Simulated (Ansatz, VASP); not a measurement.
## BN in VASP and in Ansatz

```
CELL_PARAMETERS angstrom
0.00000 2.15443 2.15443
2.15443 0.00000 2.15443
2.15443 2.15443 0.00000
ATOMIC_POSITIONS crystal
B 0.00000 0.00000 0.00000
N 0.25000 0.25000 0.25000
```

Alike in both runs: task relaxation of cell and atoms; functional LDA; k mesh 13 × 13 × 13; occupations fermi-dirac, width 0.02 eV; no spin polarisation.

|  | VASP | Ansatz |
| --- | --- | --- |
| version | VASP 6.6.1 | Ansatz 0.2.0 |
| potentials or method | VASP PAW LDA potentials, release 64 (B, N) | PAW with Ansatz's default frozen-core files, scalar-relativistic |
| plane-wave cutoff (eV) | 600 | 420 |
| valence electrons in the cell | 8 | 8 |

Ansatz gave:

| Quantity | Value |
| --- | --- |
| gap on the k mesh at the Fermi level, each at its own relaxed structure (eV) | 4.47 |
| relaxed volume (Å³/atom) | 5.74 |
| relaxed cell length with the largest relative difference (Å) | 2.532 |
| energy change over the relaxation (meV/atom) | -1613 |

Which values does VASP return?

gap on the k mesh at the Fermi level, each at its own relaxed structure (eV): 4.45; relaxed volume (Å³/atom): 5.75; relaxed cell length with the largest relative difference (Å): 2.534; energy change over the relaxation (meV/atom): -1608.

Caveats: the volume moved by over 15 % at a fixed basis, so the end points are rough (VASP); an odd mesh through Γ misses points on the zone boundary, where band edges often lie.
